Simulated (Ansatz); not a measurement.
# TaS2: equation of state

One table from this session's results is given with a row withheld; the runs are named, their logs left out.

Method: DFT PBEsol, scalar-relativistic, in Ansatz 0.2.0.

**The system as given**

It takes space group P-3m1 (No. 164, trigonal). Conventional cell: a = 3.350 Å, b = 3.350 Å, c = 5.860 Å, α = 90.00°, β = 90.00°, γ = 120.00°. Ta (site symmetry -3m) has 6 S at 2.43 Å in its first shell of neighbours. Around S (site symmetry 3m) lie 3 Ta at 2.43 Å.

As a file:

```
Ta S
1.0
     3.35000    0.00000    0.00000
    -1.67500    2.90119    0.00000
     0.00000    0.00000    5.86000
Ta S
1 2
Cartesian
  0.0000 0.0000 0.0000
  0.0000 1.9341 1.4650
  1.6750 0.9671 4.3950
```

The cell is a deposited one (Crystallography Open Database entry 1537360); the temperature and pressure of the measurement aren't taken into account, and nothing was relaxed.

Atoms are numbered in the order of the input: Ta1, S2, S3.

Set-up of the first run:

Contents of input.yaml:

```yaml
crystal:
  lattice:
    - [3.2816155415, 0.0, 0.0]
    - [-1.6408077708, 2.8419624244, 0.0]
    - [0.0, 0.0, 5.7403745971]
  atoms:
    - { symbol: Ta, position: [0.0, 0.0, 0.0] }
    - { symbol: S, position: [0.3333333333, 0.6666666667, 0.25] }
    - { symbol: S, position: [0.6666666667, 0.3333333333, 0.75] }
kpoints:
  mp_grid: { grid: [8, 8, 4] }
  band_path:
    path:
      - [0.0, 0.0, 0.0]
      - [0.5, 0.0, 0.0]
      - [0.3333333333, 0.3333333333, 0.0]
      - [0.0, 0.0, 0.0]
      - [0.0, 0.0, 0.5]
      - [0.5, 0.0, 0.5]
      - [0.3333333333, 0.3333333333, 0.5]
      - [0.0, 0.0, 0.5]
      - [0.5, 0.0, 0.5]
    npoints: 5
scf:
  occupations: { method: fermi_dirac, width: 0.02 }
hamiltonian:
  xc: pbesol
  pseudopotentials: { kind: all_electron, lapw: { basis_error: 0.001 } }
output:
  forces: true
  stress: true
  eigenvalues: true
```

The run is started by

```
$ ansatz run input.yaml --threads 1 --pin off --max-ram 4096MiB --backend cpu --events-out ev --progress --plain --runs-dir out
```

Steps of the session up to this table: Volume × 0.94, LAPW; Volume × 0.94, PAW; Volume × 0.94, crystal datasets; Volume × 0.98, LAPW; Volume × 0.98, PAW; Volume × 0.98, crystal datasets; Volume × 1.01, LAPW; Volume × 1.01, PAW; Volume × 1.01, crystal datasets; Volume × 1.04, LAPW; Volume × 1.04, PAW; Volume × 1.04, crystal datasets.

One table of the session follows, with a row left open; its other results are not shown here.

It belongs to the step «The equation of state». 

```
          method  volume (Å³/atom)  pressure (GPa)  largest force (eV/Å)
            LAPW            17.845           14.68                 2.114
            LAPW            18.605            7.43                 1.322
            LAPW            18.984            4.32                 0.970
            LAPW            19.174            2.87                 0.803
            LAPW            19.744           -1.06                 0.336
             PAW            17.845           14.82                 2.132
             PAW            18.605            7.49                 1.332
             PAW            18.984            4.35                 0.976
             PAW            19.174            2.89                 0.808
             PAW            19.744           -1.08                 0.337
crystal datasets            17.845           14.67                 2.114
crystal datasets            18.605            7.43                 1.322
crystal datasets            18.984               ?                     ?
crystal datasets            19.174            2.86                 0.803
crystal datasets            19.744           -1.07                 0.336
```

Estimate the missing values for crystal datasets, 18.984.

The run gave: pressure (GPa): 4.31; largest force (eV/Å): 0.970. In the column «pressure (GPa)» it lies between PAW, 19.174 (2.89) and LAPW, 18.984 (4.32).

Limits of these values: Shape and positions are held, so a fully relaxed modulus can be lower. Warnings in the runs' records: gradients without spin orbit, crystal datasets made.
